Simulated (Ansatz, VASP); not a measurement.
# Two plane-wave programs on AgCl

```
Ag Cl
1.0
     0.00000    3.03050    2.91826
     3.03050    0.00000    2.91826
     3.03050    3.03050    0.00000
Ag Cl
1 1
Cartesian
  3.0305 3.0305 2.9183
  0.0000 0.0000 0.0000
```

Change from the starting cell: strain +0.080 along x and y, +0.040 along z, atoms carried along.

Alike in both runs: task single point; functional PBE; k mesh 8 × 8 × 8; occupations gaussian, width 0.05 eV; no spin polarisation.

|  | VASP | Ansatz |
| --- | --- | --- |
| version | VASP 6.6.1 | Ansatz 0.2.0 |
| potentials or method | VASP PAW PBE potentials, release 64 (Ag, Cl) | scalar-relativistic, plane waves, PAW |
| plane-wave cutoff (eV) | 520 | 420 |
| valence electrons in the cell | 18 | 26 |

```csv
,VASP,Ansatz,Ansatz less VASP
gap on the k mesh at the Fermi level (eV),0.98,0.98,+0.003
least direct gap on the mesh (eV),2.48,2.48,0.000
pressure (GPa),-4.9,-4.8,+0.08
largest component of the traceless stress (GPa),0.44,0.43,-0.012
```

The functional is the same, so the differences come from potentials, cutoffs and numerics. The two sets of potentials don't hold the same shells in valence.

A k mesh can miss the band edges.
